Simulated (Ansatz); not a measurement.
The cell was built from the fcc type and relaxed in the same program, and has space group Fm-3m; it needn't be a known or the stable phase.

Below is the log of a run of Ansatz 0.2.0.

```
In: output.efg is read without spin–orbit coupling, which moves field gradients at and beside such atoms by some per cent and up to a factor of two; PAW files take it under magnetization.noncollinear and magnetization.spin_orbit
Engine: ansatz 0.2.0
Pseudopotentials: kind: paw
Pseudopotential: In, paw, valence charge 13, recommended cutoff 420 eV (normal)
Functional definition: PBE
  parameter kappa = 0.804
  parameter beta = 0.06672455060314922
  exchange = pbe_x(kappa = kappa, mu = beta*pi^2/3)
  correlation = pbe_c(beta = beta)
Crystal: 1 atoms, lattice volume = 27.497 Å³
Basis set: ecut = 420 eV, 537 PW (Γ), exchange–correlation on 48×48×48 points (8 copies of the dense FFT grid, shifted against one another)
Bands: 11, of which v1, the nominal top of the filled ones, is band 7 counted from 1 (6 counted from 0)
Symmetry: 48 space group operations
Space group: Fm-3m (ITA 225), of the structure as read, at distance tolerance 3.0e-5 Å
k-points: 120 of 3375
Non-local potential: In, projectors of the file, l = 0: 2, l = 1: 2, l = 2: 2, l = 3: 2
PAW form: soft (Blöchl's): semilocal exchange-correlation on the pseudo side does not see the compensation charge
PAW one-centre angular grid: In, 590 points (default); XC on 64 Gauss nodes
Initial density: superposition of atomic densities (neutral atoms: chi_scale 0, normalization atom), corrected by the library's trained network
Initial wavefunctions: pseudopotential atomic-orbital guess
Functional: x = pbe(κ = 0.804, μ = 0.2195149727645171), c = pbe(β = 0.06672455060314922)
SCF iter   1: F=—  HF=-5597.846529 eV  |F-HF|=—  |Δ(HF+E_count)|=         —  Δρ=1.12e-3  dr2=2.05e-4  ethr=1.77e-3  ⟨swp⟩=5.5  Hψ=7905  notcnv=0
preconditioner: auto → none  [metal: Δε(μ)=0.024 eV  Ē_g=19.434 eV  σ=0.050 eV  W_gap=0.12  n_scr=8 (ndim 8)  ℏωp=25.5 eV  f_vac=0.000  D(μ)=0.67/eV (n_scr^D=0)  sad-step TF]
SCF iter   2: F=—  HF=-5597.846102 eV  |F-HF|=—  |Δ(HF+E_count)|=   4.27e-4  Δρ=5.80e-4  dr2=8.70e-5  ethr=1.58e-6  ⟨swp⟩=2.0  Hψ=2943  notcnv=0
SCF iter   3: F=—  HF=-5597.846139 eV  |F-HF|=—  |Δ(HF+E_count)|=   3.66e-5  Δρ=5.28e-4  dr2=5.01e-5  ethr=6.69e-7  ⟨swp⟩=2.0  Hψ=2052  notcnv=0  defer=1
SCF iter   4: F=—  HF=-5597.846114 eV  |F-HF|=—  |Δ(HF+E_count)|=   2.50e-5  Δρ=1.54e-4  dr2=3.89e-6  ethr=3.86e-7  ⟨swp⟩=2.4  Hψ=2080  notcnv=0  defer=1
SCF iter   5: F=—  HF=-5597.846112 eV  |F-HF|=—  |Δ(HF+E_count)|=   1.57e-6  Δρ=9.42e-5  dr2=1.49e-6  ethr=2.99e-8  ⟨swp⟩=2.0  Hψ=2051  notcnv=0
SCF iter   6: F=—  HF=-5597.846111 eV  |F-HF|=—  |Δ(HF+E_count)|=   6.67e-7  Δρ=4.34e-5  dr2=3.03e-7  ethr=1.14e-8  ⟨swp⟩=2.1  Hψ=1955  notcnv=0
SCF iter   7: F=-5597.846111 eV  HF=-5597.846111 eV  |F-HF|=1.70e-8  |Δ(HF+E_count)|=   1.77e-7  Δρ=9.22e-6  dr2=1.33e-8  ethr=7.69e-10  ⟨swp⟩=8.7  Hψ=7158  notcnv=0
SCF 1 converged in 7 iterations: F = -5597.846111 eV  dr2 = 1.33e-8
  greatest PAW one-centre occupation: 0.982 electrons in one spin orbital (limit 2), on the In atom at site 0 (counted from 0), in its partial waves of l = 2
NSCF: frozen V_eff on 99 k-points
SCF converged after 7 iterations
Free energy (F): -5597.846111 eV
Harris-Foulkes:  -5597.846111 eV  (|F-HF|=1.70e-8)
Internal energy: -5597.840897 eV  (E = F + TS)
E sigma→0 (E₀):  -5597.843504 eV
Entropy (-TS):   -0.005215 eV (-5.215 meV/atom)
Fermi energy:    9.542864 eV
--- Per-component energies (eV) ---
  E_band       = -31.560270
  E_kinetic    = 240.833795
  E_local      = -1105.079590  (includes V_loc(G=0)·N_el)
  E_nonlocal   = 366.031805
  E_hartree    = 432.542708
  E_xc         = -215.810053
  E_vxc        = -99.705602  (∫ρ·V_xc dr)
  E_paw        = -4151.997746  (= ΣΔE_a)
  E_vpaw       = -298.730577  (= ΣTr[D̂ρ^β])
  E_aug_tail   = 0.000025  (compensation charges beyond the density's cutoff)
  E_ewald      = -1164.361841
  E_smearing   = -0.005215  (= −TS)
  E_closure    = -0.000000  (closes the sum)
  Σ components = -5597.846111   (vs F -5597.846111, Δ=0.00e0)
--- Forces (eV/Å), atoms counted from 1 ---
  atom   1  In    -0.00000000     0.00000000    -0.00000000
  max |Σ_I F_I| component: 2.47e-31 eV/Å
--- Stress (GPa, compression-positive) ---
        0.004706       0.000000       0.000000
        0.000000       0.004706       0.000000
        0.000000       0.000000       0.004706
  P = ⅓ Tr σ = 0.0047 GPa (0.047 kbar)
--- PAW observables at the nuclei: V_zz in 10²¹ V/m², potentials from the cell's mean, atoms counted from 1 ---
  atom   1  In V_zz =    -0.000000   η = 0.0000   by run symmetry: forbidden
            electrostatic potential = -7939.552441 V   contact ρ = 1133082.302723 e/Å³
--- Band table (eV; the first three rows and the last of 120) ---
  k-point 0: bands = ["-5.0114", "-5.0114", "-5.0114", "-4.8622", "-4.8622", "0.3686", "19.7050", "19.7050", "19.7050", "20.9790", "23.1453"]
  k-point 1: bands = ["-5.0123", "-5.0046", "-5.0046", "-4.8630", "-4.8630", "0.4621", "18.5238", "19.5355", "19.5355", "20.7667", "23.4349"]
  k-point 2: bands = ["-5.0155", "-4.9885", "-4.9885", "-4.8620", "-4.8620", "0.7441", "16.3769", "19.1492", "19.1492", "20.6502", "24.1516"]
  k-point 119: bands = ["-5.0265", "-4.9769", "-4.9337", "-4.8185", "-4.6947", "7.7004", "9.3202", "9.6642", "11.3945", "21.8060", "23.4397"]
--- Löwdin populations: 1 site ---
  site symbol       q [e]
     0     In     12.9816
  spilling = 0.001418 (of n_electrons = 13.000000)
--- Bader charges: 1 site ---
  site symbol  charge [e]  shift [e]
     0     In      0.0000     0.0000
  estimated error of the sums over rays = 3.4e-7 e
```

The cell and starting positions:

```
CELL_PARAMETERS angstrom
0.00000 2.39561 2.39561
2.39561 0.00000 2.39561
2.39561 2.39561 0.00000
ATOMIC_POSITIONS crystal
In 0.00000 0.00000 0.00000
```

Parts of the input that the log doesn't repeat:

```yaml
  band_path:
    path:
      - [0.0, 0.0, 0.0]
      - [0.5, 0.0, 0.5]
      - [0.625, 0.25, 0.625]
      - [0.375, 0.375, 0.75]
      - [0.0, 0.0, 0.0]
      - [0.5, 0.5, 0.5]
      - [0.5, 0.25, 0.75]
      - [0.5, 0.0, 0.5]
    npoints: 14
output:
  forces: true
  stress: true
  eigenvalues: true
  efg: { contact_densities: true }
  populations: true
  bader: true
  dos: { projected: true, de: 0.2, e_range: [-14, 8] }
  write_density: true
  write_potential: true
  elf: true
  volumetric_format: npy
```

(1) Write the input that produced this log.

Answers

(1) 
```yaml
crystal:
  lattice:
    - [0.0, 2.3956139014, 2.3956139014]
    - [2.3956139014, 0.0, 2.3956139014]
    - [2.3956139014, 2.3956139014, 0.0]
  atoms:
    - { symbol: In, position: [0.0, 0.0, 0.0] }
kpoints:
  mp_grid: { grid: [15, 15, 15] }
  band_path:
    path:
      - [0.0, 0.0, 0.0]
      - [0.5, 0.0, 0.5]
      - [0.625, 0.25, 0.625]
      - [0.375, 0.375, 0.75]
      - [0.0, 0.0, 0.0]
      - [0.5, 0.5, 0.5]
      - [0.5, 0.25, 0.75]
      - [0.5, 0.0, 0.5]
    npoints: 14
scf:
  occupations: { method: fermi_dirac, width: 0.05 }
hamiltonian:
  xc: pbe
  pseudopotentials: { kind: paw }
output:
  forces: true
  stress: true
  eigenvalues: true
  efg: { contact_densities: true }
  populations: true
  bader: true
  dos: { projected: true, de: 0.2, e_range: [-14, 8] }
  write_density: true
  write_potential: true
  elf: true
  volumetric_format: npy
```
This is the input that was run; digits and keys that the log doesn't show could differ in an equivalent one.
